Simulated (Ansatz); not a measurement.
## In (beta tin type) under strong compression

```
CELL_PARAMETERS angstrom
-3.00327 3.00327 1.59458
3.00327 -3.00327 1.59458
3.00327 3.00327 -1.59458
ATOMIC_POSITIONS crystal
In 0.62500 0.87500 0.75000
In 0.37500 0.12500 0.25000
```

The cell comes from a relaxation on PAW files under the same functional, begun from a prototype that needn't be the stable phase.

Its volume is scaled, and at each volume shape and atoms are relaxed on PAW files; all methods then take that cell.

Level of theory: DFT with PBE, scalar-relativistic, in Ansatz 0.2.0; a Γ-centred 13×13×13 k mesh, Fermi–Dirac smearing of 0.05 eV, no spin polarisation. LAPW: all electrons, basis error target 1 meV/atom; PAW: frozen-core files, cutoff 420 eV; crystal datasets: all electrons, by PAW datasets that the program makes for each cell; norm-conserving: pseudopotentials, cutoff 952 eV; PAW (partial waves polarizable): frozen-core files, cutoff 420 eV.

Energies are extrapolated to zero smearing and count from the unscaled cell; pressure is positive in compression; gaps take the mesh and a band path. No temperature or zero-point motion is included.

```
V/V0  V (Å³/atom)  P LAPW (GPa)  ΔE LAPW (eV/atom)  P PAW − LAPW (GPa)  ΔE PAW − LAPW (meV/atom)  space group  shortest distance (Å)
1.00        28.77          0.01              0.000               -0.01                       0.0     I4_1/amd                  3.107
0.88        25.31          5.74              0.053               -0.01                      -0.1     I4_1/amd                      ?
0.78        22.44         15.37              0.233               -0.01                      -0.2     I4_1/amd                  2.864
0.68        19.56          34.5              0.661                0.00                      -0.2     I4_1/amd                  2.735
0.58        16.68          73.9                  ?                0.01                       0.0     I4_1/amd                  2.594
0.50        14.38         137.5              3.059               -0.03                       0.0     I4_1/amd                  2.469
0.43        12.37         244.6              5.387               -0.10                      -0.8     I4_1/amd                  2.348
```

Q: What belongs in the row "0.88", column "shortest distance (Å)"?

A: 2.982.

Q: What belongs in the row "0.58", column "ΔE LAPW (eV/atom)"?

A: 1.591.

Q: Fit the Vinet equation to the LAPW pressures over the whole range, with residuals weighted by 1/(|P| + 0.03·Pmax).

A: V0 = 28.81 Å³/atom, B0 = 29.8 GPa and B0′ = 6.00, and the fit misses no point by more than 1.9 GPa. A fit over so wide a range pins B0 less well than one near rest.

Q: From the table, what is the rise of the enthalpy H = E + pV up to the last row, and how stiff is the crystal between the last two rows?

A: ΔH = 5.387 eV + (244.6 GPa × 12.37 Å³ − 0.01 GPa × 28.77 Å³) × 0.006242 eV/(GPa·Å³) = 24.27 eV/atom, of which pV makes 78 %. The mean bulk modulus there is −ΔP/Δln V = 710 GPa.

Q: At the smallest volume, how far do crystal datasets and norm-conserving and PAW (partial waves polarizable) lie from LAPW in pressure?

A: crystal datasets: 0.00 GPa; norm-conserving: +0.15 GPa; PAW (partial waves polarizable): -0.10 GPa, on a LAPW pressure of 244.6 GPa.

Q: How do the Löwdin populations by LAPW change from the unscaled cell to the last row?

A: In 4s 1.98 → 1.93, In 5s 1.31 → 0.93, In 4p 5.99 → 5.96, In 5p 1.72 → 2.24, In 4d 9.98 → 9.93 electrons an atom. These are projections on the shells that the free atoms fill; 0.02 e a cell lies outside them at the start and 0.04 e at the end.
